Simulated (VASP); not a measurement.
# From VASP inputs to Ansatz: InSb (strained zincblende)

INCAR

```
NELM = 120
ISMEAR = -1
IBRION = -1
LREAL = .FALSE.
ENCUT = 520
ISIF = 2
NSW = 0
EDIFF = 1E-7
LWAVE = .FALSE.
LASPH = .TRUE.
GGA = PE
PREC = Accurate
SIGMA = 0.02
LCHARG = .FALSE.
NBANDS = 16
```

KPOINTS

```
KPOINTS created by Atomic Simulation Environment
0
Gamma
6 6 6
0 0 0
```

KPOINTS_OPT

```
special points
7
Reciprocal
0.0000000000 0.0000000000 0.0000000000 1
-0.5000000000 -0.5000000000 0.0000000000 1
-0.3750000000 -0.3750000000 0.2500000000 1
-0.3750000000 0.0000000000 0.3750000000 1
0.0000000000 0.0000000000 0.5000000000 1
-0.5000000000 -0.2500000000 0.2500000000 1
-0.0198570000 -0.0198570000 0.0000000000 1
```

POSCAR

```
In Sb
 1.0000000000000000
     0.0000000000000000    3.2795130174999998    3.3778984081000001
     3.2795130174999998    0.0000000000000000    3.3778984081000001
     3.2795130174999998    3.2795130174999998    0.0000000000000000
 In  Sb
   1   1
Cartesian
  0.0000000000000000  0.0000000000000000  0.0000000000000000
  1.6397565087499999  1.6397565087499999  1.6889492040500000
```

VASP ran with the recommended PBE PAW datasets (18 valence electrons in the cell).

Write an Ansatz input for this cell and level of theory.



```yaml
crystal:
  lattice:
    - [0.0, 3.2795130175, 3.3778984081]
    - [3.2795130175, 0.0, 3.3778984081]
    - [3.2795130175, 3.2795130175, 0.0]
  atoms:
    - { symbol: In, position: [0.0, 0.0, 0.0] }
    - { symbol: Sb, position: [0.25, 0.25, 0.25] }
kpoints:
  mp_grid: { grid: [6, 6, 6] }
  band_path:
    path:
      - [0.0, 0.0, 0.0]
      - [-0.5, -0.5, 0.0]
      - [-0.375, -0.375, 0.25]
      - [-0.375, 0.0, 0.375]
      - [0.0, 0.0, 0.5]
      - [-0.5, -0.25, 0.25]
      - [-0.019857, -0.019857, 0.0]
    npoints: 1
hamiltonian:
  xc: pbe
scf:
  occupations: { method: fermi_dirac, width: 0.02 }
  n_extra_bands: 4
output:
  forces: true
  stress: true
  eigenvalues: true
```

Other inputs would serve too.

|  | VASP | Ansatz |
| --- | --- | --- |
| gap between bands v and c | -0.02 eV (bands overlap: a metal) | -0.02 eV (bands overlap: a metal) |
| least direct gap | 0.00 eV | 0.00 eV |
| pressure | 0.2 GPa | 0.2 GPa |

The two codes use different PAW datasets and cutoffs. VASP's cell holds 18 valence electrons and Ansatz's 28. Ansatz's stress includes a Pulay correction; VASP's doesn't.
